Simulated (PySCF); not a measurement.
Predicted microwave data (PBE0-D3(BJ)/def2-SVP geometry optimisation, gas phase in PySCF 2.14.0) for one isomer of C4H6:

```
Rotational constants : A = 27629, B = 4506, C = 4071 MHz
Dipole components    : |μa| = 0.75 D, |μb| = 0.17 D, |μc| = 0.00 D
Inertial defect      : -6.30 u·Å²
κ                    : -0.96
```

Question: Which candidate fits, each taken in the one conformer that was computed?
A. `CC#CC`
B. `C=C1CC1`
C. `C=C=CC`
D. `C#CCC`
E. `C1[C@H]2C[C@@H]12`

Answer: D. It is C#CCC, a near-prolate asymmetric top, point group Cs. The candidates at the same level (rigid rotor, commonest isotopes):

```csv
SMILES,A (MHz),B (MHz),C (MHz),μa (D),μb (D),μc (D),Δ (u·Å²),point group,rotor
C=C1CC1,19631,6867,5462,0.39,0.00,0.00,-6.81,C2v,asymmetric top
C#CCC,27629,4506,4071,0.75,0.17,0.00,-6.30,Cs,near-prolate asymmetric top
CC#CC,79315,3358,3358,0.00,0.00,0.00,-6.37,D3h,prolate symmetric top
C1[C@H]2C[C@@H]12,17436,9358,8476,0.00,0.00,0.76,-23.36,C2v,asymmetric top
C=C=CC,34686,4164,3910,0.44,0.05,0.00,-6.69,Cs,near-prolate asymmetric top
```

`C=C=CC` has A 26 % too high; `C1[C@H]2C[C@@H]12` has C 108 % too high; `C=C1CC1` has B 52 % too high; `CC#CC` has A 187 % too high. In the right answer the mirror of this Cs structure is the ab plane, so μc vanishes by symmetry. No structure here is proved a minimum.
